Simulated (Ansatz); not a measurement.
## Does KMgF3 in Pm-3m form from KF and MgF2?

Plane-wave DFT in Ansatz with scalar-relativistic PAW potentials, cutoff 420 eV, Γ-centred meshes chosen by cell and gap, Gaussian smearing with energies taken to zero width. Every cell was relaxed (cell and atoms) in a run of its own, within the symmetry of its start. Functional: PBEsol.

The ternary relaxed to Pm-3m, 5 atoms in the computed cell, a = 3.991 Å; sites (symmetry × multiplicity) K m-3m × 1, Mg m-3m × 1, F 4/mm.m × 3.

Total energies hold large constants for each element; a whole number of eV per atom of each element is taken off below, which cancels in a balanced reaction.

```tsv
compound	lowest structure computed	structures tried	V (Å³/atom)	gap on mesh (eV)	E (eV per formula unit, common shift removed)
KMgF3	Pm-3m	1	12.72	7.12	-15.4929
KF	Fm-3m	1	18.70	6.15	-5.1057
MgF2	P4_2/mnm	2	10.99	6.89	-9.9461
```

Q: Balance the reaction and work out its energy at 0 K.

A: The balance is KF + MgF2 → KMgF3. ΔE = -0.441 eV per formula unit, -88 meV/atom, and the volume changes by -9.6 %. The ternary lies below these binaries, so it can form from them; whether it is stable also hangs on other ternaries and on other oxidation states, which this balance leaves out. Against the elements it is bound by 3.30 eV/atom, 37 times the size of this reaction energy: most of the binding is already in the binaries, and stability is decided by the small rest. A lower form of a binary that wasn't tried would raise the value, and a lower form of the ternary would lower it.